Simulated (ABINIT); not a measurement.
Runs of ABINIT 10.8.3 (patched build) on GaSb. Symmetry: F-43m, No. 216, cubic system. The conventional cell has a = 6.118 Å, b = 6.118 Å, c = 6.118 Å, α = 90.00°, β = 90.00°, γ = 90.00°. Sb (site symmetry -43m) has 4 Ga at 2.65 Å as nearest neighbours. Around Ga (site symmetry -43m) lie 4 Sb at 2.65 Å. 

| level | V0 of scaled cells (Å³/atom) | B0 (GPa) |
| --- | --- | --- |
| PBEsol | 28.55 | 51 |
| AM05 | 28.75 | (b) |
| PW91 | 29.89 | 45 |
| LDA | (c) | (a) |
| WC | 28.56 | 51 |
| PBE | 30.01 | 45 |

Alike in all rows: task equation of state; potentials or basis JTH PAW PBE v2.0; no spin polarisation; cell as given; k mesh 8 × 8 × 8; cutoff (eV) 544; smearing fermi-dirac 0.05 eV.

Question: Fill in the values left out.

Answer: (a) 54; (b) 49; (c) 27.68.

Caveats: pressures at fixed basis lie under the slope of the energies; the PAW data sets were made with another functional, which shifts forces and pressure a little (some runs).
